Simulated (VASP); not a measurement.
Here is a VASP 6.6.1 calculation.

INCAR

```
SYSTEM = Ir
PREC = Accurate ; ENCUT = 600
EDIFF = 1E-7 ; ISMEAR = 1
SIGMA = 0.1 ; LREAL = .False.
LASPH = .True. ; NELM = 80
ALGO = Normal ; ISIF = 3
LWAVE = .False. ; LCHARG = .False.
GGA = RP ; IBRION = 2
NSW = 90 ; EDIFFG = -0.005
```

The input KPOINTS:

```
regular mesh
0
Gamma
  16 16 16
  0 0 0
```

The input POSCAR:

```
Ir                                      
1.0
    0.0000000000      1.9446016895      1.9446016895
    1.9446016895     -0.0000000000      1.9446016895
    1.9446016895      1.9446016895     -0.0000000000
  Ir            
     1
Direct
     0.0000000000000000    0.0000000000000000    0.0000000000000000
```

Potentials or basis: VASP PAW PBE potentials, release 64 (Ir).

The run is started by

```sh
$ cat potpaw_PBE.64/Ir/POTCAR > POTCAR
$ mpirun -np 1 vasp_std > vasp.out
```

Problem. Predict the space group after relaxing (to 0.05 Å).

Solution. Fm-3m (No. 225).

Problem. Estimate the relaxed volume.

Solution. 14.70 Å³/atom.

Final structure:
```yaml
crystal:
  lattice:
    - [0.00000, 1.94436, 1.94436]
    - [1.94436, 0.00000, 1.94436]
    - [1.94436, 1.94436, 0.00000]
  atoms:
    - { symbol: Ir, position: [0.00000, 0.00000, 0.00000] }
```

Caveat: the PAW data sets were made with another functional, which shifts forces and pressure a little. Spin-orbit coupling is left out, which matters for the levels of Ir.
